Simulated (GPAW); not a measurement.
Runs of GPAW 26.7.0 on Ti. The structure is cubic, space group Im-3m (No. 229). Conventional cell: a = 3.282 Å, b = 3.282 Å, c = 3.282 Å, α = 90.00°, β = 90.00°, γ = 90.00°. Ti (site symmetry m-3m) has 8 Ti at 2.84 Å as nearest neighbours. This isn't the form of Ti at room conditions, which is hcp.

```tsv
task	level	potentials or basis	cell	smearing	band path	band points	optimizer	fmax	max steps	gap on the mesh (eV)	pressure (GPa)	relaxed volume (Å³/atom)
single point	PBE	GPAW PAW data sets (gpaw-data 1.2.1), pw	as given	gaussian 0.023 eV	-	-	-	-	-	none	-3.4	-
single point	PBE	GPAW PAW data sets (gpaw-data 1.2.1), pw	as given	gaussian 0.02 eV	-	-	-	-	-	none	-3.4	-
band structure	PBE	GPAW PAW data sets (gpaw-data 1.2.1), pw	as given	fermi-dirac 0.05 eV	GHNGPH,PN	60	-	-	-	-	-3.0	-
band structure	PBEsol	PAW data sets generated in the run's folder for this functional, pw	as given	fermi-dirac 0.05 eV	GHNGPH,PN	100	-	-	-	-	-7.2	-
relaxation of cell and atoms	PBE+D3(BJ)	GPAW PAW data sets (gpaw-data 1.2.1), pw	relaxed	fermi-dirac 0.05 eV	-	-	LBFGS	0.01 eV/Å	60	none	0.0	(b)
relaxation of cell and atoms	RPBE+D4	the program's PAW data sets (release 1.2.1) made for this functional, pw	relaxed	fermi-dirac 0.05 eV	-	-	LBFGS	0.05 eV/Å	40	none	0.0	(a)
single point	PBE	GPAW PAW data sets (gpaw-data 1.2.1), pw	as given	gaussian 0.012 eV	-	-	-	-	-	none	-3.4	-
relaxation of cell and atoms	PBEsol+D4	PAW data sets generated in the run's folder for this functional, pw	relaxed	fermi-dirac 0.05 eV	-	-	BFGS	0.01 eV/Å	60	none	0.0	16.30
```

Alike in all rows: no spin polarisation; k mesh 11 × 11 × 11; cutoff (eV) 600.

Fill in the values left out.

(a) 17.15; (b) 16.22.

Caveats: later steps reuse the first step's grids (some runs); pairwise dispersion overbinds metals, which lowers pressure and volume (some runs).

A gap of «none» marks a metal or a gap under the smearing width.
